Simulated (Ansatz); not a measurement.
# Ionic part of the dielectric constant of CuI, mode by mode

Method: DFT PBE, scalar-relativistic, plane waves, PAW in Ansatz 0.2.0. Settings: 420 eV plane-wave cutoff, Γ-centred 4×4×4 mesh, fixed occupations. No spin polarisation. Phonons by linear response, acoustic sum rule imposed.

Space group Pm-3n (No. 223), cubic, a = 7.511 Å. Cu has 4 I at 2.66 Å; around I lie 4 Cu at 2.66 Å.

The cell was found from a structure generator's guess, not taken from experiment. Spin–orbit coupling is left out, which matters for heavy elements. The run warned that its linear response isn't converged on this k mesh, so dielectric tensors, Born charges and infrared intensities are rough, and the frequencies may be too. Modes under 40 cm⁻¹ are poorly fixed.

The primitive cell has V = 423.80 Å³ and ε∞,yy = 5.111. Each polar mode adds Δε = (4.92064×10⁷/V)·S/ν² along y, with S its oscillator strength in e²/amu, ν in cm⁻¹ and V in Å³.

Problem. From these modes, find each Δε and ε0,yy.
```tsv
ν (cm⁻¹)	S_yy (e²/amu)
44.77	0.00117
100.21	0.1127
144.28	0.05998
```

Solution.
```
ν (cm⁻¹)    Δε
   44.77  0.07
  100.21  1.30
  144.28  0.33
```

The sum is 1.70, so ε0,yy = 6.81; the run's tensor has 6.82.

Problem. Where do the longitudinal modes lie for a wave vector along y?

Solution. At 44.98, 110.70, 150.11 cm⁻¹. The Lyddane–Sachs–Teller product Π(ν_LO/ν_TO)² = 1.33 agrees with ε0/ε∞ = 1.33.
